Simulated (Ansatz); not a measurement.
## Is this BeTe3 stable against decomposition?

Level of theory: DFT PBE, scalar-relativistic, plane waves, PAW (Ansatz 0.2.0). Settings: cutoff 420 eV, Γ-centred meshes spaced at most about 0.3 Å⁻¹, and about 0.25 Å⁻¹ or finer for metals (2π included), Gaussian smearing. No spin polarisation.

Formation energies are uncorrected and refer to the elements' standard structures at the same level.

All energies are static (0 K, no zero-point motion). These runs have no spin–orbit coupling, which can matter for Te. The reference form of Te is held partly by dispersion forces, which this level lacks.

The competitors are the elements and 1 reference phase of this chemical system (from databases or known types: BeTe), relaxed at the same level; other known phases may be missing.

The candidate was reached from: SmCd3 type (Fm-3m).

```
Be Te
1.0
     0.00000    3.66636    3.66636
     3.66636    0.00000    3.66636
     3.66636    3.66636    0.00000
Be Te
1 3
Direct
  0.00000 0.00000 0.00000
  0.25000 0.25000 0.25000
  0.75000 0.75000 0.75000
  0.50000 0.50000 0.50000
```

Q: Into what would it decompose?

A: Its formation energy is 0.705 eV/atom. The lowest competing mixture at this composition is this:

```json
{"phase": "Te", "space group": "-", "source": "element", "share of atoms": "0.5000", "ΔE_f (eV/atom)": "0.000"}
{"phase": "BeTe", "space group": "F-43m (No. 216)", "source": "COD", "share of atoms": "0.5000", "ΔE_f (eV/atom)": "-0.361"}
```

The mixture lies at -0.180 eV/atom, and the candidate lies 0.89 eV/atom above it. The candidate matches no cell in the subsets of the Crystallography Open Database and the Materials Project at hand. A phase this far over the hull is unlikely to be made. It has the BiF3 (D0_3) type.
